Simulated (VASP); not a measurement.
A VASP calculation is set up with these files.

**POSCAR**
```
Li2O
1
    0.0000000000     4.3652070000     4.3652070000
    4.3652070000     0.0000000000     4.3652070000
    4.3652070000     4.3652070000     0.0000000000
Li O
2 1
Direct
  0.2500000000   0.2500000000   0.2500000000
  0.7500000000   0.7500000000   0.7500000000
  0.0000000000   0.0000000000   0.0000000000
```

### KPOINTS
```
Automatic mesh
0
Gamma
4 4 4
0 0 0
```

INCAR:
```
SYSTEM = Li2O
PREC = Accurate
ENCUT = 520
EDIFF = 1E-6
NELM = 100
ALGO = Normal
LREAL = .FALSE.
LASPH = .TRUE.
ISMEAR = 0
SIGMA = 0.05
GGA = PE
LWAVE = .FALSE.
LCHARG = .FALSE.
ISIF = 2
```

POTCAR, in this order: Li_sv O (PBE.64 set). Program: vasp_std.

The run wrote:

### standard output
```
 POSCAR found type information on POSCAR LiO
 POSCAR found :  2 types and       3 ions
 Reading from existing POTCAR
 Reading from existing POTCAR
 LDA part: xc-table for (Slater+PW92), standard interpolation
 POSCAR, INCAR and KPOINTS ok, starting setup
 WAVECAR not read
 entering main loop
       N       E                     dE             d eps       ncg     rms          rms(c)
DAV:   1     0.514817749618E+02    0.51482E+02   -0.46060E+03   160   0.909E+02
DAV:   2    -0.258947826952E+01   -0.54071E+02   -0.51663E+02   302   0.160E+02
DAV:   3    -0.111991848064E+02   -0.86097E+01   -0.85879E+01   184   0.748E+01
DAV:   4    -0.124671869787E+02   -0.12680E+01   -0.12670E+01   308   0.196E+01
DAV:   5    -0.124878859873E+02   -0.20699E-01   -0.20699E-01   212   0.405E+00    0.120E+01
DAV:   6    -0.978242989059E+01    0.27055E+01   -0.75784E+01   178   0.308E+01    0.182E+01
DAV:   7    -0.779652974515E+01    0.19859E+01   -0.42639E+01   178   0.202E+01    0.511E+00
DAV:   8    -0.107097272706E+02   -0.29132E+01   -0.50944E+00   170   0.913E+00    0.903E+00
DAV:   9    -0.661995523010E+01    0.40898E+01   -0.87265E+00   228   0.856E+00    0.200E+00
DAV:  10    -0.669421570024E+01   -0.74260E-01   -0.11227E-01   186   0.206E+00    0.216E+00
DAV:  11    -0.672903475445E+01   -0.34819E-01   -0.30756E+00   254   0.313E+00    0.314E+00
DAV:  12    -0.661577422949E+01    0.11326E+00   -0.12945E+00   184   0.287E+00    0.541E-01
DAV:  13    -0.661886242478E+01   -0.30882E-02   -0.84404E-02   184   0.920E-01    0.296E-01
DAV:  14    -0.661725808339E+01    0.16043E-02   -0.90486E-03   224   0.241E-01    0.589E-02
DAV:  15    -0.661732071306E+01   -0.62630E-04   -0.12388E-03   254   0.987E-02    0.444E-02
DAV:  16    -0.661730907686E+01    0.11636E-04   -0.14817E-04   220   0.475E-02    0.723E-03
DAV:  17    -0.661731776992E+01   -0.86931E-05   -0.36815E-05   210   0.196E-02    0.262E-02
DAV:  18    -0.661730947086E+01    0.82991E-05   -0.23782E-05   174   0.100E-02    0.118E-02
DAV:  19    -0.661730845189E+01    0.10190E-05   -0.57942E-06   138   0.625E-03    0.482E-03
DAV:  20    -0.661730887444E+01   -0.42255E-06   -0.39033E-07    86   0.338E-03
   1 F= -.66173089E+01 E0= -.66161126E+01  d E =-.239249E-02
```

OUTCAR:
```
------------------------ aborting loop because EDIFF is reached ----------------------------------------
  FORCE on cell =-STRESS in cart. coord.  units (eV):
  Direction    XX          YY          ZZ          XY          YZ          ZX
  --------------------------------------------------------------------------------------
  Total       -4.3267642     -4.3267642     -4.3267642      0.0000000      0.0000000     -0.0000000
  in kB      -41.6705546    -41.6705546    -41.6705546      0.0000000      0.0000000     -0.0000000
  external PRESSURE =     -41.6705546 kB  Pullay stress =       0.0000000 kB
  volume of cell :      166.36
      direct lattice vectors                 reciprocal lattice vectors
     0.000000000  4.365207000  4.365207000    -0.114542105  0.114542105  0.114542105
     4.365207000  0.000000000  4.365207000     0.114542105 -0.114542105  0.114542105
     4.365207000  4.365207000  0.000000000     0.114542105  0.114542105 -0.114542105
 POSITION                                       TOTAL-FORCE (eV/Angst)
 -----------------------------------------------------------------------------------
      2.18260      2.18260      2.18260        -0.000000     -0.000000     -0.000000
      6.54781      6.54781      6.54781         0.000000      0.000000      0.000000
      0.00000      0.00000      0.00000         0.000000      0.000000      0.000000
 -----------------------------------------------------------------------------------
    total drift:                               -0.000000      0.000000      0.000000
  FREE ENERGIE OF THE ION-ELECTRON SYSTEM (eV)
  ---------------------------------------------------
  free  energy   TOTEN  =        -6.6173088744 eV

  energy  without entropy=       -6.6149163832  energy(sigma->0) =       -6.61611263
```
(Selected blocks of OUTCAR.)

Problem. Read input and log: which fault does this run have?
(A) LDA potentials were taken and GGA is not set, so the run is LDA and not PBE
(B) the lattice was typed in bohr, and VASP reads ångström
(C) a metal was run with a tiny SIGMA on a coarse mesh
(D) EDIFFG is positive, so the stop tests the energy change and not the forces

Solution. B, the lattice was typed in bohr, and VASP reads ångström. The run ends without an error. Against the sound run, the energy per atom (σ→0) goes up by 2.577 eV/atom; the pressure falls by 4.48 GPa; the band gap falls by 4.97 eV; the volume goes up by 570 %.

To mend it, correct POSCAR, correct KPOINTS.
**POSCAR**
```
Li2O
1
    0.0000000000     2.3100000000     2.3100000000
    2.3100000000     0.0000000000     2.3100000000
    2.3100000000     2.3100000000     0.0000000000
Li O
2 1
Direct
  0.2500000000   0.2500000000   0.2500000000
  0.7500000000   0.7500000000   0.7500000000
  0.0000000000   0.0000000000   0.0000000000
```
### KPOINTS
```
Automatic mesh
0
Gamma
8 8 8
0 0 0
```
The mended run (PBE GGA, plane waves, VASP's PBE PAW potentials (set 64)) converges, and its OSZICAR ends with
```
   1 F= -.14346921E+02 E0= -.14346921E+02  d E =-.174636E-17
```

The compound is Li2O in the antifluorite structure. The cell was not relaxed at this level.
